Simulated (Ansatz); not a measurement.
## Structure relaxation of Ti3Al

Theory: DFT PBE, scalar-relativistic, plane waves, PAW in Ansatz.

The start is a database structure of Ti3Al, space group Fm-3m (No. 225).

Input of the last, converged step (default PAW datasets):

```yaml
crystal:
  lattice:
    - [0.0, 3.231781, 3.231781]
    - [3.231781, 0.0, 3.231781]
    - [3.231781, 3.231781, 0.0]
  atoms:
    - { symbol: Ti, position: [0.75, 0.75, 0.75] }
    - { symbol: Ti, position: [0.25, 0.25, 0.25] }
    - { symbol: Ti, position: [0.0, 0.0, 0.0] }
    - { symbol: Al, position: [0.5, 0.5, 0.5] }
basis:
  ecutwfc: 420
kpoints:
  mp_grid: { grid: [12, 12, 12] }
hamiltonian:
  xc: pbe
scf:
  occupations: { method: gaussian, width: 0.1 }
output:
  forces: true
  stress: true
  eigenvalues: true
relax:
  adjacent_minimum: "off"
  f_tol: 0.01
  max_steps: 80
  cell: { stress_tol: 0.05 }
```

Launched as:

```bash
ansatz run input.yaml --threads 1 --pin off --max-ram 2560MiB --backend cpu --events-out ev --progress --plain --runs-dir out
```

The run took 27 s on 1 thread of Arm Neoverse V2, with other jobs on the host, peak memory 0.4 GiB.

The program printed at the end:

```
SCF converged after 8 iterations
Free energy (F): -8037.071329 eV
Harris-Foulkes:  -8037.071329 eV  (|F-HF|=9.09e-13)
Internal energy: -8037.027948 eV  (E = F + TS)
E sigma→0 (E₀):  -8037.049639 eV
Entropy (-TS):   -0.043381 eV (-10.845 meV/atom)
Fermi energy:    12.083082 eV
--- Per-component energies (eV) ---
  E_band       = -486.177472
  E_kinetic    = 841.913323
  E_local      = -2806.234040  (includes V_loc(G=0)·N_el)
  E_nonlocal   = 36.205000
  E_hartree    = 1177.633044
  E_xc         = -332.596240
  E_vxc        = -395.399482  (∫ρ·V_xc dr)
  E_paw        = -3611.289584  (= ΣΔE_a)
  E_vpaw       = -517.928758  (= ΣTr[D̂ρ^β])
  E_aug_tail   = 0.000396  (compensation charges beyond the density's cutoff)
  E_ewald      = -3342.659848
  E_smearing   = -0.043381  (= −TS)
  E_closure    = 0.000000  (closes the sum)
  Σ components = -8037.071329   (vs F -8037.071329, Δ=0.00e0)
--- Forces (eV/Å), atoms counted from 1 ---
  atom   1  Ti     0.00000000     0.00000000     0.00000000
  atom   2  Ti     0.00000000     0.00000000     0.00000000
  atom   3  Ti     0.00000000     0.00000000     0.00000000
  atom   4  Al     0.00000000     0.00000000     0.00000000
  max |Σ_I F_I| component: 1.85e-17 eV/Å
--- Stress (GPa, compression-positive) ---
       -0.012468       0.000000       0.000000
        0.000000      -0.012468       0.000000
        0.000000       0.000000      -0.012468
  P = ⅓ Tr σ = -0.0125 GPa (-0.125 kbar)
--- Relaxed structure (3 steps of the walk, 3 accepted, 1 SCFs on fresh bases) ---
  F+E_penalty+E_count = -8037.07132930 eV   max|allowed force component| = 1.989e-16 eV/Å   (the final SCF, on the basis selected at the relaxed cell)
  cell:  # Å, volume = 66.8881 Å³
    - [0.000000, 3.221858, 3.221858]
    - [3.221858, 0.000000, 3.221858]
    - [3.221858, 3.221858, 0.000000]
  atoms:
    - { symbol: Ti, position: [0.750000, 0.750000, 0.750000] }
    - { symbol: Ti, position: [0.25, 0.25, 0.25] }
    - { symbol: Ti, position: [0.000000, 0.000000, 0.000000] }
    - { symbol: Al, position: [0.5, 0.5, 0.5] }
```

Absolute energies hang on the potentials; compare differences alone.

The result has space group Fm-3m (No. 225). Ti on Wyckoff site c (2 atoms of the primitive cell) has 4 Ti at 2.79 Å, 4 Al at 2.79 Å and 6 Ti at 3.22 Å; Ti on Wyckoff site a (1 atom of the primitive cell) has 8 Ti at 2.79 Å and 6 Al at 3.22 Å; Al is coordinated by 8 Ti at 2.79 Å and 6 Ti at 3.22 Å.

Against the elements it lies at -0.14 eV/atom. The zero of energy is the elements' standard structures at the same level; no fitted shifts are applied.

For metals, differences of a few meV/atom aren't resolved.

A structure relaxed within its symmetry needn't be a true minimum.